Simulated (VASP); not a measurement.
# SnTe (F-43m) in VASP: a series of runs

One crystal, SnTe, is run at these levels: PBE; tasks: single point.

Program: VASP 6.6.1. These are calculated values, not measurements. Logs are shortened: lines on timing, memory, paths and dates and some standing lists are left out, and cuts for length are marked.

## (1) The crystal as given

It takes space group F-43m (No. 216, cubic). The conventional cell has a = 7.222 Å, b = 7.222 Å, c = 7.222 Å, α = 90.00°, β = 90.00°, γ = 90.00°. Around Te (site symmetry -43m) lie 4 Sn at 3.13 Å. Around Sn (site symmetry -43m) lie 4 Te at 3.13 Å.

Measurements of this composition are mostly on another form, of space group No. 225.

## (2) Single point, PBE, spin-orbit coupling, no magnetisation

The input, INCAR:

```
ALGO = Normal ; EDIFF = 1E-7
ENCUT = 460 ; GGA = PE
GGA_COMPAT = False ; ISIF = 2
ISMEAR = 0 ; LASPH = True
LCHARG = False ; LORBIT = 11
LREAL = False ; LSORBIT = True
LWAVE = False ; MAGMOM = 0 0 0 0 0 0
NBANDS = 36 ; NELM = 100
PREC = Accurate ; SIGMA = 0.02
```

The input, KPOINTS:

```
k-points
0
Gamma
  3 3 3
```

The input, POSCAR:

```
SnTe
1.0
    0.0000000000      3.6111460000      3.6111460000
    3.6111460000      0.0000000000      3.6111460000
    3.6111460000      3.6111460000      0.0000000000
Te Sn
1 1
Direct
    0.2500000000      0.2500000000      0.2500000000
    0.0000000000      0.0000000000      0.0000000000
```

Potentials or basis: VASP PAW PBE potentials, release 64 (Te, Sn_d).

Launch:

```
$ cat potpaw_PBE.64/Te/POTCAR potpaw_PBE.64/Sn_d/POTCAR > POTCAR
$ mpirun -np 1 vasp_ncl > vasp.out
```

OUTCAR:

```text
EDIFF = 1E-7
   ENCUT = 460
   GGA = PE
   ISIF = 2
   ISMEAR = 0
   LASPH = True
   LORBIT = 11
   LREAL = False
   LSORBIT = True
   NELM = 100
   PREC = Accurate

 Found      5 irreducible k-points:

 Following reciprocal coordinates:
            Coordinates               Weight
  0.000000  0.000000  0.000000      1.000000
  0.333333  0.000000  0.000000      4.000000
 -0.333333  0.000000  0.000000      4.000000
  0.333333  0.333333  0.000000      6.000000
 -0.333333  0.333333  0.000000     12.000000
   k-points           NKPTS =      5   k-points in BZ     NKDIM =      5   number of bands    NBANDS=     36
   number of dos      NEDOS =    301   number of ions     NIONS =      2
   total plane-waves  NPLWV =  46656
   dimension x,y,z NGX =    36 NGY =   36 NGZ =   36
   dimension x,y,z NGXF=    72 NGYF=   72 NGZF=   72
   ions per type =               1   1
   NGX,Y,Z   is equivalent  to a cutoff of  11.72, 11.72, 11.72 a.u.
   NGXF,Y,Z  is equivalent  to a cutoff of  23.44, 23.44, 23.44 a.u.
 SYSTEM =  unknown system
   PREC   = accura    normal or accurate (medium, high low for compatibility)
   ISTART =      0    job   : 0-new  1-cont  2-samecut
   ICHARG =      2    charge: 1-file 2-atom 10-const
   ISPIN  =      1    spin polarized calculation?
   LNONCOLLINEAR =      T non collinear calculations
   LSORBIT =      T    spin-orbit coupling
   LASPH  =      T    aspherical Exc in radial PAW
   ENCUT  =  460.0 eV  33.81 Ry    5.81 a.u.   8.93  8.93  8.93*2*pi/ulx,y,z
   NELM   =    100;   NELMIN=  2; NELMDL= -5     # of ELM steps
   EDIFF  = 0.1E-06   stopping-criterion for ELM
   LREAL  =      F    real-space projection
   EDIFFG = 0.1E-05   stopping-criterion for IOM
   NSW    =      0    number of steps for IOM
   IBRION =     -1    ionic relax: 0-MD 1-quasi-New 2-CG
   NFREE  =      0    steps in history (QN), initial steepest desc. (CG)
   ISIF   =      2    stress and relaxation
   ISYM   =      2    0-nonsym 1-usesym 2-fastsym
   POTIM  = 0.5000    time-step for ionic-motion
   TEBEG  =    0.0;   TEEND  =   0.0 temperature during run
   PSTRESS=    0.0 pullay stress
   NELECT =      20.0000    total number of electrons
   NUPDOWN=      -1.0000    fix difference up-down
   EMIN   =  10.00;   EMAX   =-10.00  energy-range for DOS
   EFERMI =   0.00;   METHOD = LEGACY
   ISMEAR =     0;   SIGMA  =   0.02  broadening in eV -4-tet -1-fermi 0-gaus
   EFERMI_NEDOS =   21; number of points for ismear=-14 and -15
   IALGO  =     38    algorithm
   IMIX   =      4    mixing-type and parameters
     AMIX     =   0.40;   BMIX     =  1.00
     AMIX_MAG =   1.60;   BMIX_MAG =  1.00
  volume/ion in A,a.u.               =      47.09       317.78
  Fermi-wavevector in a.u.,A,eV,Ry     =   0.976704  1.845704 12.979296  0.953951
  Thomas-Fermi vector in A             =   2.107344
[... 221 lines left out ...]
 VOLUME and BASIS-vectors are now :
 -----------------------------------------------------------------------------
  energy-cutoff  :      460.00
  volume of cell :       94.18
      direct lattice vectors                 reciprocal lattice vectors
     0.000000000  3.611146000  3.611146000    -0.138460201  0.138460201  0.138460201
     3.611146000  0.000000000  3.611146000     0.138460201 -0.138460201  0.138460201
     3.611146000  3.611146000  0.000000000     0.138460201  0.138460201 -0.138460201

 POSITION                                       TOTAL-FORCE (eV/Angst)
 -----------------------------------------------------------------------------------
      1.80557      1.80557      1.80557         0.000000      0.000000      0.000000
      0.00000      0.00000      0.00000        -0.000000     -0.000000     -0.000000
 -----------------------------------------------------------------------------------
    total drift:                                0.000000      0.000000      0.000000

  FREE ENERGIE OF THE ION-ELECTRON SYSTEM (eV)
  ---------------------------------------------------
  free  energy   TOTEN  =        -7.3402832130 eV

  energy  without entropy=       -7.3402832130  energy(sigma->0) =       -7.34028321

 Spin-Orbit-Coupling matrix elements

 Ion:    1  E_soc:     -0.2229388
 l=   1
     0.0000000    -0.0371524    -0.0371524
    -0.0371524     0.0000000    -0.0371524
    -0.0371524    -0.0371524     0.0000000
 l=   2
     0.0000000     0.0000102     0.0000000     0.0000102    -0.0000142
     0.0000102     0.0000000    -0.0000107     0.0000102    -0.0000036
     0.0000000    -0.0000107     0.0000000    -0.0000107     0.0000000
     0.0000102     0.0000102    -0.0000107     0.0000000    -0.0000036
    -0.0000142    -0.0000036     0.0000000    -0.0000036     0.0000000
 l=   3
     0.0000000     0.0000000     0.0000000     0.0000000     0.0000000     0.0000000     0.0000000
     0.0000000     0.0000000     0.0000000     0.0000000     0.0000000     0.0000000     0.0000000
     0.0000000     0.0000000     0.0000000     0.0000000     0.0000000     0.0000000     0.0000000
     0.0000000     0.0000000     0.0000000     0.0000000     0.0000000     0.0000000     0.0000000
     0.0000000     0.0000000     0.0000000     0.0000000     0.0000000     0.0000000     0.0000000
     0.0000000     0.0000000     0.0000000     0.0000000     0.0000000     0.0000000     0.0000000
     0.0000000     0.0000000     0.0000000     0.0000000     0.0000000     0.0000000     0.0000000

 Ion:    2  E_soc:     -0.1042233
 l=   1
     0.0000000    -0.0112345    -0.0112345
    -0.0112345     0.0000000    -0.0112345
    -0.0112345    -0.0112345     0.0000000
 l=   2
     0.0000000    -0.0012458     0.0000000    -0.0012458    -0.0048903
    -0.0012458     0.0000000    -0.0036677    -0.0012458    -0.0012226
     0.0000000    -0.0036677     0.0000000    -0.0036677     0.0000000
    -0.0012458    -0.0012458    -0.0036677     0.0000000    -0.0012226
    -0.0048903    -0.0012226     0.0000000    -0.0012226     0.0000000
 l=   3
     0.0000000     0.0000000     0.0000000     0.0000000     0.0000000     0.0000000     0.0000000
     0.0000000     0.0000000     0.0000000     0.0000000     0.0000000     0.0000000     0.0000000
     0.0000000     0.0000000     0.0000000     0.0000000     0.0000000     0.0000000     0.0000000
     0.0000000     0.0000000     0.0000000     0.0000000     0.0000000     0.0000000     0.0000000
     0.0000000     0.0000000     0.0000000     0.0000000     0.0000000     0.0000000     0.0000000
     0.0000000     0.0000000     0.0000000     0.0000000     0.0000000     0.0000000     0.0000000
     0.0000000     0.0000000     0.0000000     0.0000000     0.0000000     0.0000000     0.0000000

 total charge

# of ion       s       p       d       tot
------------------------------------------
    1        1.392   1.939   0.017   3.348
    2        1.392   0.700   9.958  12.051
--------------------------------------------------
tot          2.784   2.639   9.976  15.398

 magnetization (x)

# of ion       s       p       d       tot
------------------------------------------
    1        0.000  -0.000   0.000  -0.000
    2       -0.000  -0.000  -0.000  -0.000
--------------------------------------------------
tot          0.000  -0.000  -0.000  -0.000

 magnetization (y)

# of ion       s       p       d       tot
------------------------------------------
    1       -0.000   0.000   0.000   0.000
    2       -0.000   0.000   0.000  -0.000
--------------------------------------------------
tot         -0.000   0.000   0.000   0.000

 magnetization (z)

# of ion       s       p       d       tot
------------------------------------------
    1        0.000  -0.000   0.000  -0.000
    2        0.000   0.000  -0.000   0.000
--------------------------------------------------
tot          0.000  -0.000   0.000   0.000
```

OSZICAR:

```text
N       E                     dE             d eps       ncg     rms          rms(c)
DAV:   1     0.157031074260E+03    0.15703E+03   -0.80967E+03   360   0.105E+03
DAV:   2     0.149710118158E+02   -0.14206E+03   -0.13488E+03   368   0.311E+02
DAV:   3    -0.638238377773E+01   -0.21353E+02   -0.21017E+02   424   0.115E+02
DAV:   4    -0.742034029177E+01   -0.10380E+01   -0.10351E+01   428   0.276E+01
DAV:   5    -0.746338233082E+01   -0.43042E-01   -0.43039E-01   520   0.535E+00    0.481E+00
DAV:   6    -0.733888302565E+01    0.12450E+00   -0.23566E-01   440   0.258E+00    0.310E+00
DAV:   7    -0.733773052528E+01    0.11525E-02   -0.65961E-02   400   0.980E-01    0.166E+00
DAV:   8    -0.733873280575E+01   -0.10023E-02   -0.25734E-03   444   0.359E-01    0.644E-01
DAV:   9    -0.733959766212E+01   -0.86486E-03   -0.14196E-03   440   0.269E-01    0.151E-01
DAV:  10    -0.734003776595E+01   -0.44010E-03   -0.33018E-04   400   0.114E-01    0.451E-02
DAV:  11    -0.734025189223E+01   -0.21413E-03   -0.17809E-04   408   0.584E-02    0.237E-02
DAV:  12    -0.734027866244E+01   -0.26770E-04   -0.26129E-05   448   0.238E-02    0.188E-02
DAV:  13    -0.734028174146E+01   -0.30790E-05   -0.28147E-06   416   0.121E-02    0.667E-03
DAV:  14    -0.734028296414E+01   -0.12227E-05   -0.13196E-06   360   0.511E-03    0.207E-03
DAV:  15    -0.734028318181E+01   -0.21767E-06   -0.29456E-07   368   0.448E-03    0.197E-03
DAV:  16    -0.734028321303E+01   -0.31221E-07   -0.16879E-08   312   0.117E-03
   1 F= -.73402832E+01 E0= -.73402832E+01  d E =-.165461E-31  mag=    -0.0000    -0.0000     0.0000
```

Run time: 49 s. Hardware: 1 thread of Intel Xeon Platinum 8488C (Sapphire Rapids), shared host; peak memory 0.37 GiB.

The run converged, but some of its settings lie outside the range that counts as converged, so its numbers aren't taken as properties of the crystal.

Results:

| Property | Result |
| --- | --- |
| Free energy | -7.3403 eV |
| Pressure | -0.8 GPa |
| Valence electrons inside the program's atomic spheres | Te 3.35; Sn 12.05 |

Caveat: the k mesh is coarse (spacing up to 0.50 Å⁻¹), so the values aren't converged.

## (3) Single point, PBE, spin-orbit coupling, no magnetisation

INCAR, as its differences from that of step 2:

```diff
@@ -1,3 +1,3 @@
 ALGO = Normal ; EDIFF = 1E-7
-ENCUT = 460 ; GGA = PE
+ENCUT = 340 ; GGA = PE
 GGA_COMPAT = False ; ISIF = 2
```

The input, KPOINTS:

```
k-points
0
Gamma
  4 4 4
```

POSCAR is that of step 2.

Potentials or basis: VASP PAW PBE potentials, release 64 (Te, Sn_d).

Launch:

```
$ cat potpaw_PBE.64/Te/POTCAR potpaw_PBE.64/Sn_d/POTCAR > POTCAR
$ mpirun -np 1 vasp_ncl > vasp.out
```

OUTCAR:

```text
EDIFF = 1E-7
   ENCUT = 340
   GGA = PE
   ISIF = 2
   ISMEAR = 0
   LASPH = True
   LORBIT = 11
   LREAL = False
   LSORBIT = True
   NELM = 100
   PREC = Accurate

 Found     10 irreducible k-points:

 Following reciprocal coordinates:
            Coordinates               Weight
  0.000000  0.000000  0.000000      1.000000
  0.250000  0.000000  0.000000      4.000000
 -0.250000  0.000000  0.000000      4.000000
  0.500000  0.000000  0.000000      4.000000
  0.250000  0.250000  0.000000      6.000000
  0.500000  0.250000  0.000000     12.000000
   k-points           NKPTS =     10   k-points in BZ     NKDIM =     10   number of bands    NBANDS=     36
   number of dos      NEDOS =    301   number of ions     NIONS =      2
[... 359 lines left out ...]
     0.0000000     0.0000000     0.0000000     0.0000000     0.0000000     0.0000000     0.0000000
     0.0000000     0.0000000     0.0000000     0.0000000     0.0000000     0.0000000     0.0000000
     0.0000000     0.0000000     0.0000000     0.0000000     0.0000000     0.0000000     0.0000000
     0.0000000     0.0000000     0.0000000     0.0000000     0.0000000     0.0000000     0.0000000
     0.0000000     0.0000000     0.0000000     0.0000000     0.0000000     0.0000000     0.0000000
     0.0000000     0.0000000     0.0000000     0.0000000     0.0000000     0.0000000     0.0000000

 total charge

# of ion       s       p       d       tot
------------------------------------------
    1        1.398   1.935   0.017   3.349
    2        1.385   0.711   9.955  12.052
--------------------------------------------------
tot          2.783   2.646   9.972  15.401

 magnetization (x)

# of ion       s       p       d       tot
------------------------------------------
    1        0.000   0.000   0.000   0.000
    2        0.000  -0.000  -0.000  -0.000
--------------------------------------------------
tot          0.000   0.000  -0.000   0.000

 magnetization (y)

# of ion       s       p       d       tot
------------------------------------------
    1        0.000   0.000   0.000   0.000
    2        0.000  -0.000   0.000   0.000
--------------------------------------------------
tot          0.000  -0.000   0.000   0.000

 magnetization (z)

# of ion       s       p       d       tot
------------------------------------------
    1       -0.000  -0.000   0.000  -0.000
    2        0.000   0.000  -0.000   0.000
--------------------------------------------------
tot         -0.000  -0.000  -0.000  -0.000
```

OSZICAR:

```text
N       E                     dE             d eps       ncg     rms          rms(c)
DAV:   1     0.138831070186E+03    0.13883E+03   -0.70405E+03   736   0.855E+02
DAV:   2     0.110934468636E+02   -0.12774E+03   -0.12252E+03   768   0.263E+02
DAV:   3    -0.660452734285E+01   -0.17698E+02   -0.17437E+02   852   0.104E+02
DAV:   4    -0.734681517972E+01   -0.74229E+00   -0.74104E+00   820   0.239E+01
DAV:   5    -0.737667057459E+01   -0.29855E-01   -0.29854E-01  1000   0.435E+00    0.486E+00
DAV:   6    -0.724275771268E+01    0.13391E+00   -0.27366E-01   860   0.260E+00    0.355E+00
DAV:   7    -0.724473872796E+01   -0.19810E-02   -0.46602E-02   812   0.910E-01    0.180E+00
DAV:   8    -0.724516731986E+01   -0.42859E-03   -0.22454E-03   804   0.386E-01    0.775E-01
DAV:   9    -0.724564694944E+01   -0.47963E-03   -0.52755E-04   920   0.147E-01    0.141E-01
DAV:  10    -0.724591365067E+01   -0.26670E-03   -0.15749E-04   748   0.769E-02    0.505E-02
DAV:  11    -0.724603397297E+01   -0.12032E-03   -0.77302E-05   768   0.438E-02    0.237E-02
DAV:  12    -0.724606739030E+01   -0.33417E-04   -0.33995E-05   780   0.237E-02    0.138E-02
DAV:  13    -0.724607028890E+01   -0.28986E-05   -0.28585E-06   836   0.164E-02    0.471E-03
DAV:  14    -0.724607164676E+01   -0.13579E-05   -0.23474E-06   672   0.560E-03    0.176E-03
DAV:  15    -0.724607175175E+01   -0.10499E-06   -0.18382E-07   744   0.382E-03    0.145E-03
DAV:  16    -0.724607177487E+01   -0.23120E-07   -0.15668E-08   528   0.871E-04
   1 F= -.72460718E+01 E0= -.72460717E+01  d E =-.142977E-06  mag=     0.0000     0.0000    -0.0000
```

It took 61 s on 1 thread of Intel Xeon Platinum 8488C (Sapphire Rapids), shared host; peak memory 0.3 GiB.

These settings aren't checked as converged: the numbers below hold their error.

Results:

- Free energy: -7.2461 eV
- Pressure: -0.7 GPa
- Valence electrons inside the program's atomic spheres: Te 3.35; Sn 12.05

Caveat: the k mesh is coarse (spacing up to 0.38 Å⁻¹), so the values aren't converged.

## (4) Single point, PBE, spin-orbit coupling, no magnetisation

INCAR, as its differences from that of step 3:

```diff
@@ -1,3 +1,3 @@
 ALGO = Normal ; EDIFF = 1E-7
-ENCUT = 340 ; GGA = PE
+ENCUT = 400 ; GGA = PE
 GGA_COMPAT = False ; ISIF = 2
```

KPOINTS is that of step 3.

POSCAR is that of step 3.

Launch:

```
$ cat potpaw_PBE.64/Te/POTCAR potpaw_PBE.64/Sn_d/POTCAR > POTCAR
$ mpirun -np 1 vasp_ncl > vasp.out
```

Wall time 88 s (1 thread of Intel Xeon Platinum 8488C (Sapphire Rapids), shared host); peak memory 0.39 GiB.

These settings aren't checked as converged: the numbers below hold their error.

What came out:

- Free energy: -7.2477 eV
- Pressure: -0.6 GPa
- Valence electrons inside the program's atomic spheres: Te 3.35; Sn 12.05

Caveat: the k mesh is coarse (spacing up to 0.38 Å⁻¹), so the values aren't converged.

## (5) Single point, PBE, spin-orbit coupling, no magnetisation

INCAR, as its differences from that of step 4:

```diff
@@ -1,3 +1,3 @@
 ALGO = Normal ; EDIFF = 1E-7
-ENCUT = 400 ; GGA = PE
+ENCUT = 460 ; GGA = PE
 GGA_COMPAT = False ; ISIF = 2
```

KPOINTS is that of step 4.

POSCAR is that of step 4.

Launch:

```
$ cat potpaw_PBE.64/Te/POTCAR potpaw_PBE.64/Sn_d/POTCAR > POTCAR
$ mpirun -np 1 vasp_ncl > vasp.out
```

Wall time 1.7 min (1 thread of Intel Xeon Platinum 8488C (Sapphire Rapids), shared host); peak memory 0.39 GiB.

These settings aren't checked as converged: the numbers below hold their error.

Results:

```
Free energy                                           : -7.2480 eV
Pressure                                              : -0.6 GPa
Valence electrons inside the program's atomic spheres : Te 3.35; Sn 12.05
```

Caveat: the k mesh is coarse (spacing up to 0.38 Å⁻¹), so the values aren't converged.
